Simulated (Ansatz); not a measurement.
## Te: energy change per atom and pressure as volume scale varies

Results calculated with Ansatz 0.2.0, not measured. Plane-wave DFT, scalar-relativistic PAW made under PBE with cores redone for the functional, no dispersion; the given relaxed cell is scaled uniformly, energy at zero smearing counts from the unscaled cell, pressure at the given Fermi-Dirac smearing is positive in compression.

The cell before it is scaled or strained (space group P6/mmm, No. 191):
```
cell vectors (Å)
   5.5449     0.0000     0.0000
  -2.7725     4.8020     0.0000
   0.0000     0.0000     3.2740
atoms (fractions of the cell vectors)
Te  1.00000  0.00000  0.00000
Te  0.33333  0.66667  0.50000
Te  0.66667  0.33333  0.50000
```

Settings of every row: spin polarised no; functional PBE; wave cutoff 420 eV; smearing width 0.1 eV; k mesh 8x8x11.

Atom starting moment: 0 on all atoms.

Limits: no spin-orbit coupling, which can matter with elements this heavy; the cell comes from a prototype or a list of computed structures and needn't be the stable phase.

```csv
row,volume scale,V (Å³/atom),energy change per atom (meV),pressure (GPa)
1,0.88,25.571,80.59,8.88
2,0.92,26.734,31.2,5.13
3,0.96,27.896,6.04,2.17
4,1.04,30.221,9.06,-2.01
5,1.08,31.383,?,?
6,1.12,32.546,60.5,-4.61
```

Question: what energy change per atom and pressure should row 5 give?

Worked fit of energy change per atom. Take u = (V_r/V)^(2/3) − 1 with V_r = 27.896 Å³ an atom, which is twice the finite (Eulerian) strain; such expansions in the strain, on which the Birch-Murnaghan equation of state is built, carry the rest volume and the bulk modulus. The shown rows have u = 0.05973, 0.02877, 0, -0.05197, -0.09768. Least squares give energy change per atom = 6.354 + 555.29 × u + 11394.3 × u² meV; a straight line predicts inner rows, each left out in turn, worse (root mean square 32 against 1 meV). The rows lie off it by 0.42, -0.56, -0.31, 0.79, -0.33 (root mean square 0.51 meV). The withheld row has u = -0.07552, so the fit gives 6.354 + 555.29 × (-0.07552) + 11394.3 × (-0.07552)² = 29.40 meV.

The calculation gave 30.06 meV. The fit lies 0.66 meV (2.2 % of the value, 0.89 % of the column's range) below it; its largest miss of a shown row is 0.79 meV.

Worked fit of pressure. Take u = (V_r/V)^(2/3) − 1 with V_r = 27.896 Å³ an atom, which is twice the finite (Eulerian) strain; such expansions in the strain, on which the Birch-Murnaghan equation of state is built, carry the rest volume and the bulk modulus. The shown rows have u = 0.05973, 0.02877, 0, -0.05197, -0.09768. Least squares give pressure = 2.189 + 95.61 × u + 268.2 × u² GPa; a straight line predicts inner rows, each left out in turn, worse (root mean square 0.76 against 0.059 GPa). The rows lie off it by 0.02, -0.03, -0.02, 0.05, -0.02 (root mean square 0.03 GPa). The withheld row has u = -0.07552, so the fit gives 2.189 + 95.61 × (-0.07552) + 268.2 × (-0.07552)² = -3.50 GPa.

The calculation gave -3.47 GPa. The fit lies 0.03 GPa (0.22 % of the column's range) below it; its largest miss of a shown row is 0.05 GPa.
